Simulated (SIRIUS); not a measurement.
Crystal: HgTe (Coloradoite).

```xyz
2
Lattice="0.0000 3.2145 3.2145 3.2145 0.0000 3.2145 3.2145 3.2145 0.0000" Properties=species:S:1:pos:R:3 pbc="T T T"
Hg    0.0000    0.0000    0.0000
Te    4.8217    4.8217    4.8217
```

Base run:

| Item | Value |
| --- | --- |
| Program | SIRIUS 7.12.0 |
| Functional | APBE |
| Potentials or basis | PseudoDojo 0.4.1 PBE standard (scalar relativistic) |
| Cutoff | 1102 eV |
| Density cutoff | 4408 eV |
| k mesh | 6 × 6 × 6 |
| Occupations | fermi-dirac, width 0.05 eV |
| Spin | no spin polarisation |

Its results: band gap on the k mesh 0.00 eV; pressure 5.6 GPa.

After a change of settings the same cell gave: band gap on the k mesh 0.00 eV; pressure 7.2 GPa. Which change was it?
A. functional from APBE to PBEsol; libxc names from ["XC_GGA_X_APBE", "XC_GGA_C_APBE"] to ["XC_GGA_X_PBE_SOL", "XC_GGA_C_PBE_SOL"]
B. functional from APBE to rPW86PBE; libxc names from ["XC_GGA_X_APBE", "XC_GGA_C_APBE"] to ["XC_GGA_X_RPW86", "XC_GGA_C_PBE"]
C. functional from APBE to LDA; libxc names from ["XC_GGA_X_APBE", "XC_GGA_C_APBE"] to ["XC_LDA_X", "XC_LDA_C_PW"]
D. functional from APBE to WC; libxc names from ["XC_GGA_X_APBE", "XC_GGA_C_APBE"] to ["XC_GGA_X_WC", "XC_GGA_C_PBE"]

B.

Caveats: the potentials were made for another functional, which shifts forces and pressure; spin-orbit coupling is left out, which moves the levels of the heavy elements.

Runs at the PBE level aren't shown here.
